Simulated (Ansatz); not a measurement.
A run of Ansatz 0.2.0 is set up as follows.

File input.yaml:

```yaml
crystal:
  lattice:
    - [-1.9796595667, 1.9796595667, 1.9796595667]
    - [1.9796595667, -1.9796595667, 1.9796595667]
    - [1.9796595667, 1.9796595667, -1.9796595667]
  atoms:
    - { symbol: Pb, position: [0.0, 0.0, 0.0] }
hamiltonian:
  xc: pbesol
  pseudopotentials: { kind: paw }
  dispersion: d4
kpoints:
  mp_grid: { grid: [9, 9, 9] }
scf:
  occupations: { method: fermi_dirac, width: 0.05 }
output:
  forces: true
  stress: true
  eigenvalues: true
relax:
  f_tol: 0.01
  max_steps: 40
  cell: { stress_tol: 0.05 }
```

Potentials or basis: Ansatz PAW.

Command:

```console
$ ansatz run input.yaml --threads 2 --pin off --max-ram 5632MiB --backend cpu --events-out ev --progress --plain --runs-dir out
```

**Question.** What does it give for the band gap on the k mesh?

**Answer.** None (metal or under the smearing width).

**Question.** Estimate the space group after relaxing (to 0.05 Å).

**Answer.** Im-3m (No. 229).

**Question.** Estimate the relaxed volume.

**Answer.** 28.83 Å³/atom.

**Question.** Predict the relaxed cell.

**Answer.** a = 3.346 Å, b = 3.346 Å, c = 3.346 Å, α = 109.47°, β = 109.47°, γ = 109.47°.

Final structure:
```
CELL_PARAMETERS angstrom
-1.93160 1.93160 1.93160
1.93160 -1.93160 1.93160
1.93160 1.93160 -1.93160
ATOMIC_POSITIONS crystal
Pb 0.00000 0.00000 0.00000
```

Caveat: pairwise dispersion overbinds metals, which lowers pressure and volume; the PAW data sets come from PBE, with cores solved anew for the run's functional, which leaves a small shift of forces and pressure. The run has no spin-orbit coupling, so splittings on Pb are missing.
